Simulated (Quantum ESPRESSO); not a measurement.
Crystal: Sb.

```
Sb
1.0
     0.00000    2.37124    2.37124
     2.37124    0.00000    2.37124
     2.37124    2.37124    0.00000
Sb
1
Direct
  0.00000 0.00000 0.00000
```

This isn't the form of Sb at room conditions, which is rhombohedral.

Base run:

- Program: Quantum ESPRESSO 7.5
- Functional: LDA
- Potentials or basis: GBRV 1.5 LDA
- Cutoff: 612 eV
- Density cutoff: 4898 eV
- k mesh: 10 × 10 × 10
- Occupations: fermi-dirac, width 0.05 eV
- Spin: no spin polarisation

Its results: band gap on the k mesh none (metal or under the smearing width); pressure -2.4 GPa.

Problem. The run is repeated on the same cell with these changes: functional from LDA to PBEsol; potentials or basis from GBRV 1.5 LDA to GBRV 1.5 PBEsol. What comes out?

Solution. Band gap on the k mesh none (metal or under the smearing width); pressure -1.3 GPa.

Caveats: spin-orbit coupling is left out, which moves the levels of the heavy elements.
